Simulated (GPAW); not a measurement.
A run of GPAW 26.7.0:

run.py

```python
from ase.filters import FrechetCellFilter
from ase.io import read, write
from ase.optimize import BFGS
from gpaw import GPAW, PW

atoms = read('POSCAR')

calc = GPAW(mode=PW(600),
            xc='LDA',
            kpts={'size': (8, 8, 8), 'gamma': True},
            occupations={'name': 'fermi-dirac', 'width': 0.05},
            nbands=18,
            convergence={'density': 1e-05, 'forces': 0.0001},
            maxiter=150,
            txt='gpaw.txt')
atoms.calc = calc
opt = BFGS(FrechetCellFilter(atoms), trajectory='relax.traj', logfile='-')
done = opt.run(fmax=0.02, steps=60)
calc.write('gs.gpw')
write('result.traj', atoms)
print('Converged:', done)
print('Cell:', atoms.cell.cellpar().round(4))
print('Volume:', round(atoms.get_volume(), 4))
print(atoms.get_scaled_positions().round(5))
```

File POSCAR:

```
InP
1.0
    0.0000000000      2.9305000000      2.9305000000
    2.9305000000      0.0000000000      2.9305000000
    2.9305000000      2.9305000000      0.0000000000
In P
1 1
Direct
    0.0000000000      0.0000000000      0.0000000000
    0.7500000000      0.7500000000      0.7500000000
```

Potentials or basis: the program's PAW data sets (release 1.2.1) made for this functional, pw.

Command:

```console
$ OMP_NUM_THREADS=1 python run.py
```

Hardware: 1 thread of Arm Neoverse V2, with other jobs on the host.

Estimate the wall time of this run.

Run time: 34 s on 1 thread of Arm Neoverse V2, with other jobs on the host, peak memory 0.19 GiB. Counts: scf iterations 27, plane waves 1700, bands 18, k points 29, ion steps 3.
